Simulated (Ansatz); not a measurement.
Bands of SnTe

```
Sn Te
1.0
     5.43593    0.00000    0.00000
    -2.71797    4.70766    0.00000
     0.00000    0.00000    6.52823
Sn Te
2 2
Direct
  0.33333 0.66667 0.95362
  0.66667 0.33333 0.45362
  0.33333 0.66667 0.42238
  0.66667 0.33333 0.92238
```

Atoms are numbered in the order listed.

The structure comes from a relaxation in the same program, started in the wurtzite type, and has space group P6_3mc. Whether it is a known phase or the ground state wasn't checked.

No spin–orbit coupling, which matters for the heavy atoms here.

All numbers below come from DFT, PBE, all-electron LAPW, scalar-relativistic in Ansatz 0.2.0.

Sampling and basis: a Γ-centred 9×9×5 k mesh, Fermi–Dirac smearing of 0.05 eV, basis error target 1 meV/atom, no spin polarisation.

Points in fractions of the reciprocal vectors of this cell: Γ (0, 0, 0), M (0.5, 0, 0), K (0.333, 0.333, 0), A (0, 0, 0.5), L (0.5, 0, 0.5), H (0.333, 0.333, 0.5). The path joins them by straight lines in the order Γ–M–K–Γ–A–L–H–A–L; legs that retrace an earlier one aren't tabulated. Energies are in eV from the top of the valence band.

(1) List the levels at Γ between -20 and 4.5 eV.

(2) List the levels at H between -20 and 4.5 eV.

(3) List the levels at M between -20 and 4.5 eV.

(4) What is the band gap?

Answers

(1) -11.85, -10.65, -6.44, -4.93, -4.34, -3.22 (×2), -1.89 (×2), -1.88, 0.70 (×2), 2.32 (×2), 3.47, 4.12.

(2) -10.95 (×2), -7.55 (×2), -3.59 (×2), -1.48 (×2), 0.00 (×2), 0.74 (×2), 1.29 (×2), 3.84 (×2).

(3) -11.28, -10.82, -7.13, -6.62, -3.86, -3.78, -3.02, -2.27, -2.13, -0.57, 1.82, 2.63, 3.12, 3.66, 4.31, 4.33.

(4) 0.66 eV, indirect from H (0.333, 0.333, 0.5) to the line K (0.333, 0.333, 0)–Γ.
